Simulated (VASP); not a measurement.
A run of VASP 6.6.1:

Contents of INCAR:

```
  PREC = Accurate
  ENCUT = 600
  EDIFF = 1E-6
  ISMEAR = -1
  SIGMA = 0.05
  LREAL = F
  LASPH = T
  NELM = 100
  ALGO = Normal
  ISIF = 3
  LWAVE = F
  LCHARG = F
  GGA = CA
  IBRION = 2
  NSW = 60
  EDIFFG = -0.005
```

Contents of KPOINTS:

```
regular mesh
0
Gamma
  8 8 4
```

The input POSCAR:

```
In
1.0
    3.3354847820      0.0000000000      0.0000000000
   -1.6677423910      2.8886145552      0.0000000000
    0.0000000000      0.0000000000      5.5091429200
In
2
Direct
    0.6666666667      0.3333333333      0.7500000000
    0.3333333333      0.6666666667      0.2500000000
```

Potentials or basis: VASP PAW LDA potentials, release 64 (In_d).

The run is started by

```sh
$ cat potpaw_LDA.64/In_d/POTCAR > POTCAR
$ mpirun -np 1 vasp_std > vasp.out
```

Hardware: 1 thread of Intel(R) Xeon(R) Platinum 8488C (Sapphire Rapids), on a shared host.

Task: Estimate the wall time of this run.

Result: It took 2.5 min on 1 thread of Intel(R) Xeon(R) Platinum 8488C (Sapphire Rapids) (shared host), peak memory 0.18 GiB. Counts: scf iterations 92, k points 30, ion steps 14.
